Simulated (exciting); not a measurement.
# Mn (P6_3/mmc) in exciting: single point with PBEsol+D2

Aim: the single point of Mn with PBEsol+D2.

Everything below comes from runs of exciting (release sodium). Logs are shortened: lines on timing, memory, paths and dates and some standing lists are left out, and cuts for length are marked.

**1. The crystal as given**

The structure is hexagonal, space group P6_3/mmc (No. 194). The conventional cell has a = 2.484 Å, b = 2.484 Å, c = 4.026 Å, α = 90.00°, β = 90.00°, γ = 120.00°. Mn (site symmetry -6m2) is surrounded by 12 Mn at 2.47 to 2.48 Å.

This isn't the form of Mn at room conditions, which is a 58-atom cubic cell.

**2. Single point, PBEsol+D2, collinear spin, antiferromagnetic start**

Input file input.xml:

```xml
<input>
  <title>Mn</title>
  <structure speciespath="./" tshift="false" cartesian="true">
    <crystal scale="1">
      <basevect>0.000000000000 4.693410296830 0.000000000000</basevect>
      <basevect>-4.064612547524 -2.346705148510 0.000000000000</basevect>
      <basevect>0.000000000000 0.000000000000 7.608405874338</basevect>
    </crystal>
    <species speciesfile="Mn.xml" rmt="2">
      <atom coord="-2.709741698485 -0.000000000298 1.902101468584" bfcmt="0 0 -8"/>
      <atom coord="-1.354870849039 2.346705148618 5.706304405753" bfcmt="0 0 8"/>
    </species>
  </structure>
  <groundstate do="fromscratch" ngridk="12 12 7" rgkmax="9" gmaxvr="14" lmaxapw="10" lmaxmat="10" lmaxvr="8" xctype="GGA_PBE_SOL" stype="Fermi Dirac" swidth="0.00367493" nempty="28" ValenceRelativity="iora*" epsengy="1e-05" epspot="1e-05" maxscl="90" tforce="true" outputlevel="normal" vdWcorrection="DFTD2">
    <spin reducebf="0.5"/>
  </groundstate>
  <properties>
    <chargedensityplot>
      <plot3d>
        <box grid="13 13 21">
          <origin coord="0 0 0"/>
          <point coord="1 0 0"/>
          <point coord="0 1 0"/>
          <point coord="0 0 1"/>
        </box>
      </plot3d>
    </chargedensityplot>
    <elfplot>
      <plot3d>
        <box grid="13 13 21">
          <origin coord="0 0 0"/>
          <point coord="1 0 0"/>
          <point coord="0 1 0"/>
          <point coord="0 0 1"/>
        </box>
      </plot3d>
    </elfplot>
    <exccplot>
      <plot3d>
        <box grid="13 13 21">
          <origin coord="0 0 0"/>
          <point coord="1 0 0"/>
          <point coord="0 1 0"/>
          <point coord="0 0 1"/>
        </box>
      </plot3d>
    </exccplot>
    <DFTD2/>
  </properties>
</input>
```

Potentials or basis: all-electron LAPW+lo, shipped species files, valence relativity iora*.

Launch:

```bash
OMP_NUM_THREADS=1 exciting_smp
```

INFO.OUT:

```text
================================================================================
EXCITING SODIUM started
[... 10 lines left out ...]

 Lattice vectors (cartesian) :
      0.0000000000      4.6934102968      0.0000000000
     -4.0646125475     -2.3467051485      0.0000000000
      0.0000000000      0.0000000000      7.6084058743

 Reciprocal lattice vectors (cartesian) :
     -0.7729131909      1.3387249164      0.0000000000
     -1.5458263817      0.0000000000      0.0000000000
      0.0000000000     -0.0000000000      0.8258215204

 Unit cell volume                           :     145.1447552891
 Brillouin zone volume                      :       1.7089850264

 Species :    1 (Mn)
     parameters loaded from                 :    Mn.xml
     name                                   :    manganese
     nuclear charge                         :     -25.00000000
     electronic charge                      :      25.00000000
     atomic mass                            :  100145.93690000
     muffin-tin radius                      :       2.00000000
     # of radial points in muffin-tin       :     350

     atomic positions (cartesian) :
       1 :  -2.70974170 -0.00000000  1.90210147
       2 :  -1.35487085  2.34670515  5.70630441

     magnetic fields (cartesian) :
       1 :   0.00000000  0.00000000 -8.00000000
       2 :   0.00000000  0.00000000  8.00000000

 Total number of atoms per unit cell        :       2

 Spin treatment                             :    spin-polarised
 Global magnetic field (cartesian) :        0.00000000   0.00000000   0.00000000
 collinear magnetisation in z-direction

 Number of Bravais lattice symmetries       :      24
 Number of crystal symmetries               :      12

 k-point grid                               :      12   12    7
 Total number of k-points                   :     112
 k-point set is reduced with crystal symmetries

 R^MT_min * |G+k|_max (rgkmax)              :       9.00000000
 Species with R^MT_min                      :       1 (Mn)
 Maximum |G+k| for APW functions            :       4.50000000
 Maximum |G| for potential and density      :      14.00000000

[... 53 lines left out ...]
 Correlation energy                         :        -2.63429866
 No external B-field energy in total energy
[... 359 lines left out ...]
 RMS change in effective potential (target) :  0.182704E-03  ( 0.100000E-04)
 Absolute change in total energy   (target) :  0.154015E-02  ( 0.100000E-04)
 Charge distance                   (target) :  0.385988E-04  ( 0.100000E-04)
 Abs. change in max-nonIBS-force   (target) :  0.118554E-04  ( 0.500000E-04)

++++++++++++++++++++++++++++++++++++++++++++++++++++++++++++++++++++++++++++++++
[... 12 further cycles ...]
+ SCF iteration number :   23                                                  +
++++++++++++++++++++++++++++++++++++++++++++++++++++++++++++++++++++++++++++++++
 Total energy                               :     -2315.12589749
 _______________________________________________________________
 Fermi energy                               :         0.43986872
 Kinetic energy                             :      2343.57603791
 Coulomb energy                             :     -4556.39504429
 Exchange energy                            :       -99.66881775
 Correlation energy                         :        -2.63807336
 No external B-field energy in total energy
[... 364 lines left out ...]
 RMS change in effective potential (target) :  0.119394E-08  ( 0.100000E-04)
 Absolute change in total energy   (target) :  0.195562E-05  ( 0.100000E-04)
 Charge distance                   (target) :  0.436303E-08  ( 0.100000E-04)
 Abs. change in max-nonIBS-force   (target) :  0.455837E-08  ( 0.500000E-04)

++++++++++++++++++++++++++++++++++++++++++++++++++++++++++++++++++++++++++++++++
| Convergency criteria checked for the last 2 iterations                       +
| Convergence targets achieved. Performing final SCF iteration                 +
++++++++++++++++++++++++++++++++++++++++++++++++++++++++++++++++++++++++++++++++
 Total energy                               :     -2315.13805593
 _______________________________________________________________
 Fermi energy                               :         0.43993317
 Kinetic energy                             :      2343.58483486
 Coulomb energy                             :     -4556.38299982
 Exchange energy                            :       -99.66735599
 Correlation energy                         :        -2.63810258
 No external B-field energy in total energy
 DFT-D2 dispersion correction               :        -0.03443239

 DOS at Fermi energy (states/Ha/cell)       :        76.61808429

 Electron charges :
     core                                   :        20.00000000
     core leakage                           :         0.00000000
     valence                                :        30.00000000
     interstitial                           :         3.90458398
     charge in muffin-tin spheres :
                  atom     1    Mn          :        23.04770801
                  atom     2    Mn          :        23.04770801
     total charge in muffin-tins            :        46.09541602
     total charge                           :        50.00000000

 Moments :
     interstitial                           :         0.00000000
     moment in muffin-tin spheres :
                  atom     1    Mn          :         0.00000016
                  atom     2    Mn          :        -0.00000016
     total moment in muffin-tins            :         0.00000000
     total moment                           :         0.00000000

++++++++++++++++++++++++++++++++++++++++++++++++++++++++++++++++++++++++++++++++
+ Self-consistent loop stopped                                                 +
++++++++++++++++++++++++++++++++++++++++++++++++++++++++++++++++++++++++++++++++
 STATE.OUT is written

--------------------------------------------------------------------------------
- Writing atomic positions and forces                                          -
--------------------------------------------------------------------------------

 Atomic positions (cartesian) :
 atom     1  Mn  :    -2.70974170   -0.00000000    1.90210147
 atom     2  Mn  :    -1.35487085    2.34670515    5.70630441

 Total atomic forces including IBS (cartesian) :
 atom     1  Mn  :    -0.00000000   -0.00000000   -0.00000005
 atom     2  Mn  :     0.00000000    0.00000000    0.00000005

 Atomic force components including IBS (cartesian) :
 atom     1  Mn  :    -0.00000000    0.00000000   -0.00000290   HF force
                 :     0.00000000    0.00000000    0.00000191   core correction
                 :    -0.00000000   -0.00000000    0.00000093   IBS correction
                 :    -0.00000000   -0.00000000   -0.00000000   DFT-D2 force
 atom     2  Mn  :     0.00000000   -0.00000000    0.00000290   HF force
                 :    -0.00000000    0.00000000   -0.00000191   core correction
                 :     0.00000000    0.00000000   -0.00000093   IBS correction
                 :     0.00000000    0.00000000    0.00000000   DFT-D2 force

********************************************************************************
[... 7 lines left out ...]
| EXCITING SODIUM stopped                                                      =
================================================================================
```

stdout:

```text
Info(rhoplot):
 3D spin-dependent density plot written to RHO3D.xml

Info(potplot):
 3D Coulomb potential plot written to VCL3D.xml
 3D exchange-correlation potential plot written to VXC3D.xml

Info(elfplot): 3D ELF plot written to ELF3D.xml
```

EVALCORE.OUT:

```text
Species :    1 (Mn), atom :    1
 n =  1, l =  0, k =  1 :   -235.2971757
 n =  2, l =  0, k =  1 :   -26.62308602
 n =  2, l =  1, k =  1 :   -22.71350810
 n =  2, l =  1, k =  2 :   -22.33084481

Species :    1 (Mn), atom :    2
 n =  1, l =  0, k =  1 :   -235.2971757
 n =  2, l =  0, k =  1 :   -26.62308602
 n =  2, l =  1, k =  1 :   -22.71350810
 n =  2, l =  1, k =  2 :   -22.33084481
```

It took 11 min on 1 thread of AMD EPYC 7R43 (Zen 3), shared host; peak memory 0.16 GiB.

Results:

```
Free energy                                       : -62998.2101 eV
Band gap on the k mesh                            : none (metal or under the smearing width)
Net moment                                        : 0.00 μB per cell
All electrons inside the program's atomic spheres : Mn 23.05 (radii Mn 2.0 bohr)
Dispersion energy per atom                        : -0.468 eV
Density of states at the Fermi level              : 2.82 states/eV per cell
```

Caveat: the starting moments collapsed, and a magnetic state may lie lower; the log's total energy holds no entropy term; the free energy is that total less TS from the occupations.
